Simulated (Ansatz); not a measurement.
NaH in Ansatz: the effect of functional

NaH:

```
Na H
1.0
     0.00000    2.45616    2.45616
     2.45616    0.00000    2.45616
     2.45616    2.45616    0.00000
Na H
1 1
Direct
  0.00000 0.00000 0.00000
  0.50000 0.50000 0.50000
```

The cell isn't the ideal one: volume scaled by 1.02.

Alike in all runs:

- Program: Ansatz 0.2.0
- Task: single point
- Potentials or basis: Ansatz PAW
- k mesh: 9 × 9 × 9
- Occupations: fermi-dirac, width 0.05 eV
- Spin: no spin polarisation

One run gave: gap on the mesh 4.56 eV; pressure -1.5 GPa. Which functional did it use?
A. r2SCAN
B. PBEsol
C. LDA

A.

```tsv
functional	cutoff	gap on the mesh (eV)	pressure (GPa)
LDA	420 eV (not typed: the program's choice for these potentials)	3.64	-2.9
PBEsol	420 eV (not typed: the program's choice for these potentials)	3.79	-1.6
r2SCAN	500 eV (not typed: the program's choice for these potentials)	4.56	-1.5
```

Caveats: odd divisions of the mesh miss points on the zone boundary, where band edges often lie, so the gap on the mesh can be too wide; the PAW data sets come from PBE, with cores solved anew for the run's functional, which leaves a small shift of forces and pressure.

A k mesh can miss the band edges.
